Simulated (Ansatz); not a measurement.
The system is Te2Mo, a slab with vacuum.

```xyz
6
Lattice="6.3616 0.0000 0.0000 0.0000 3.4804 0.0000 -0.0857 0.0000 36.1759" Properties=species:S:1:pos:R:3 pbc="T T T"
Te    2.6844    2.6103   19.5604
Te    3.5915    0.8701   16.6155
Te    5.8104    0.8701   20.1329
Te    0.4655    2.6103   16.0430
Mo    1.1110    0.8701   17.9963
Mo    5.1649    2.6103   18.1796
```

Base run:

```yaml
Program: Ansatz 0.2.0
Functional: PBE
Potentials_or_basis: Ansatz PAW
Cutoff: "420 eV (not typed: the program's choice for these potentials)"
k_mesh: 3 × 6 × 1
Occupations: fermi-dirac, width 0.05 eV
Spin: no spin polarisation
Hubbard_terms: Mo d U = 8 eV
```

Its results: band gap on the k mesh 0.21 eV, direct; largest force 1.209 eV/Å.

The run is repeated on the same cell with these changes: hubbard terms from Mo d U = 8 eV to Mo d U = 6 eV. What comes out?

Band gap on the k mesh 0.03 eV, direct; largest force 0.451 eV/Å.

Caveats: odd divisions of the mesh miss points on the zone boundary, where band edges often lie, so the gap on the mesh can be too wide; spin-orbit coupling is left out, which moves the levels of the heavy elements; the U is typed as a test and isn't derived for this compound.

A k mesh can miss the band edges.
